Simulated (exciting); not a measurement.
The N K edge of atom 1 in BN (Qingsongite), space group F-43m, with 4 B at 1.57 Å (tetrahedral, site symmetry -43m), was computed at 2 levels: exchange and screened direct term (singlet BSE) and independent particles. Common settings: exciting, all-electron LAPW+lo, PBE, 6×6×6 shifted k points, 8 conduction bands, |G+q| up to 3 bohr⁻¹, full RPA screening with nempty = 25, Lorentzian half width 0.45 eV.

Energy from the Kohn–Sham onset, core level to the lowest empty state found on the meshes used; all runs on one relative scale:

```
E (eV)  run 1  run 2
  -3.0   0.01   0.03
  -2.5   0.01   0.04
  -2.0   0.01   0.05
  -1.5   0.02   0.06
  -1.0   0.02   0.08
  -0.5   0.02   0.12
   0.0   0.03   0.21
   0.5   0.04   0.36
   1.0   0.05   0.58
   1.5   0.07   0.93
   2.0   0.09   1.22
   2.5   0.14   1.45
   3.0   0.17   1.44
   3.5   0.23   1.24
   4.0   0.31   1.06
   4.5   0.40   0.93
   5.0   0.44   0.94
   5.5   0.43   0.96
   6.0   0.49   0.95
   6.5   0.55   0.85
   7.0   0.63   0.77
   7.5   0.70   0.68
   8.0   0.79   0.60
   8.5   0.89   0.51
   9.0   1.00   0.43
   9.5   1.10   0.36
  10.0   1.13   0.33
  10.5   1.07   0.27
  11.0   0.96   0.26
  11.5   0.71   0.25
  12.0   0.64   0.28
  12.5   0.52   0.43
  13.0   0.44   0.50
  13.5   0.45   0.37
  14.0   0.62   0.28
  14.5   0.79   0.20
  15.0   0.92   0.13
  15.5   0.78   0.10
  16.0   0.47   0.07
  16.5   0.28   0.07
  17.0   0.20   0.06
  17.5   0.16   0.06
  18.0   0.14   0.06
  18.5   0.12   0.07
  19.0   0.10   0.10
```

Q: Which run is which, and why?

Run 1: independent particles; highest local maximum in the window at 9.9 eV. Run 2: exchange and screened direct term (singlet BSE); highest local maximum in the window at 2.7 eV. The attractive direct term pulls weight down: the curves pass 0.23 at 3.5 and 0.1 eV in the order of the runs. Fine structure above the first lines is partly noise of the 216-point mesh.

[Banner, clock and machine lines of the logs are left out without a mark of their own.]

[Logs are printed without paths, hosts, clocks, repeated set-up lines and the standing remarks that a program may print on its own settings, such as how far it seeks lower states.]

[Hosts, paths, dates, database ids (printed as entryN), source tags and the programs' standing remarks are cut or masked in the printed files.]
